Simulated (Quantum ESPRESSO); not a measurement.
**Sn in Quantum ESPRESSO: the effect of functional**

Sn:

```
CELL_PARAMETERS angstrom
0.00000 3.23334 3.23334
3.23334 0.00000 3.23334
3.23334 3.23334 0.00000
ATOMIC_POSITIONS crystal
Sn 0.75000 0.75000 0.75000
Sn 0.50000 0.50000 0.50000
```

This isn't the form of Sn at room conditions, which is tetragonal (white tin).

Alike in all runs:

* Program: Quantum ESPRESSO 7.5
* Task: phonons
* Cutoff: 980 eV
* Density cutoff: 3918 eV
* k mesh: 7 × 7 × 7
* Occupations: cold, width 0.2 eV
* Spin: no spin polarisation

Each run relaxes the cell or the atoms first.

**Question.** One run gave: relaxed volume 36.65 Å³/atom; highest phonon frequency 161 cm⁻¹. Which functional did it use?
A. vdW-DF-cx
B. PBEsol
C. revPBE
D. RPBE
E. PW91

**Answer.** E.

| functional | potentials or basis | relaxed volume (Å³/atom) | highest phonon frequency (cm⁻¹) |
| --- | --- | --- | --- |
| LDA | PseudoDojo 0.4.1 SR LDA standard | 33.87 | 179 |
| PBEsol | PseudoDojo 0.4.1 SR PBEsol standard | 35.01 | 173 |
| revPBE | PseudoDojo 0.4.1 SR PBE standard | 37.47 | 161 |
| PW91 | PseudoDojo 0.4.1 SR PBE standard | 36.65 | 161 |
| RPBE | PseudoDojo 0.4.1 SR PBE standard | 37.75 | 160 |
| vdW-DF-cx | PseudoDojo 0.4.1 SR PBE standard | 35.26 | 172 |

Caveats: the potentials were made for another functional, which shifts forces and pressure (some runs).

Runs at the PBE level aren't shown here.
